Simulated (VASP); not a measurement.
LiH:

```
Li H
1.0
     2.53743    0.00000    0.00000
     0.00000    2.53743    0.00000
     0.00000    0.00000    2.50166
Li H
1 1
Direct
  0.00000 0.00000 0.00000
  0.50000 0.50000 0.50000
```

The cell was built by a generator and needn't be a form met in nature.

The cell isn't the ideal one: biaxial_xy strain +1.4%.

Base run:

```yaml
Program: VASP 6.6.1
Functional: r2SCAN
Potentials_or_basis: VASP PAW PBE potentials, release 64 (Li_sv, H)
Cutoff: 520 eV
k_mesh: 10 × 10 × 10
Occupations: gaussian, width 0.01 eV
Spin: no spin polarisation
```

Its results: band gap on the k mesh 1.24 eV, indirect (least direct gap 4.81 eV).

Problem. The run is repeated on the same cell with these changes: functional from r2SCAN to HSE06; k mesh from 10 × 10 × 10 to 8 × 8 × 8. What comes out?

Solution. Band gap on the k mesh 1.38 eV, indirect (least direct gap 5.19 eV).

Several settings changed at once, so the effect can't be laid on one alone.

A k mesh can miss the band edges.
